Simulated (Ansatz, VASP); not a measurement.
Mg in VASP and in Ansatz

```
Mg
1.0
     3.20927    0.00000    0.00000
    -1.60464    2.77931    0.00000
     0.00000    0.00000    5.05402
Mg
2
Direct
  0.33333 0.66667 0.25000
  0.66667 0.33333 0.75000
```

Change from the starting cell: zz strain of -3 %, PAW files.

Alike in both runs: task electric field gradients; functional PBEsol; k mesh 12 × 12 × 7; occupations fermi-dirac, width 0.08 eV; no spin polarisation.

|  | VASP | Ansatz |
| --- | --- | --- |
| version | VASP 6.6.1 | Ansatz 0.2.0 |
| potentials or method | VASP PAW PBE potentials, release 64 (Mg) | PAW with Ansatz's default frozen-core files, scalar-relativistic |
| plane-wave cutoff (eV) | 520 | 420 |
| valence electrons in the cell | 4 | 20 |

Ansatz gave:

- pressure (GPa): 0.0
- largest component of the traceless stress (GPa): 0.63
- Vzz of the field gradient on the site that differs most (V/Å²): -0.3

Q: Estimate VASP's values.

A: Pressure (GPa): -0.1; largest component of the traceless stress (GPa): 0.63; Vzz of the field gradient on the site that differs most (V/Å²): -0.6.

With one functional, cell and mesh, what is left measures potentials, basis and numerics. The two sets of potentials don't hold the same shells in valence.

Caveats: the PAW data sets were made with another functional, which shifts forces and pressure a little (VASP).
